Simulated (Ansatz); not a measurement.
**hcp against bcc along group 5**

Theory: DFT, PBE, plane waves (420 eV) with PAW, scalar-relativistic (Ansatz 0.2.0).

Each structure is relaxed within its symmetry, in the lowest magnetic state of the tried starts. Differences under about 8 meV lie within the error of the k-point mesh.

```json
{"element": "V", "E(hcp) − E(bcc) (meV/atom)": "255", "V(hcp) (Å³/atom)": "13.84", "V(bcc) (Å³/atom)": "13.48", "state of hcp": "non-magnetic", "state of bcc": "spin not included"}
{"element": "Nb", "E(hcp) − E(bcc) (meV/atom)": "295", "V(hcp) (Å³/atom)": "18.70", "V(bcc) (Å³/atom)": "18.13", "state of hcp": "spin not included", "state of bcc": "spin not included"}
{"element": "Ta", "E(hcp) − E(bcc) (meV/atom)": "281", "V(hcp) (Å³/atom)": "18.74", "V(bcc) (Å³/atom)": "18.32", "state of hcp": "spin not included", "state of bcc": "spin not included"}
```
